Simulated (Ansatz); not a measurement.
**Notes on MgB2**

```xyz
3
Lattice="3.1653 -0.0878 0.0012 -1.6587 2.8118 0.0367 0.0014 0.0492 3.4904" Properties=species:S:1:pos:R:3 pbc="T T T"
Mg    3.0580    0.0014    3.4651
B    -0.0439    1.8658    1.7480
B     1.5321    0.9376    1.7605
```

Level: a composed functional ({exchange: r2scan, correlation: pbesol}), no spin polarisation; 500 eV; 7×6×5 (shifted by 0.5, 0, 0.5 steps) mesh; fermi-dirac occupations (width 0.1 eV); Ansatz 0.2.0, fixed geometry.

**Question.** What happens at the Fermi level?

**Answer.** It is a metal, with about 0.59 states/eV a cell as the mean within 0.25 eV of the Fermi level, mostly B p (90 %).

**Question.** Is the cell too large or too small?

**Answer.** The pressure is -10.7 GPa (compression positive), so with the atoms held at these fractions the cell would first shrink. The principal stresses -26.9, -6.8, 1.6 GPa differ, so its shape would change too.

**Question.** How is the charge shared?

**Answer.** Bader charges in e: Mg +1.69, B -0.85. In the mean Mg gives up most and B takes most.

**Question.** Which atom feels the largest force, and which way?

**Answer.** The largest is on B2: 0.55 eV/Å, components (-0.51, -0.09, 0.17). It makes 25° with the line to a nearest neighbour, B3 at 1.80 Å, pointing towards it.

Origin: a strained cell with displaced atoms, so it need not be a known compound. Caveats: the k mesh is coarse if the cell is a metal.
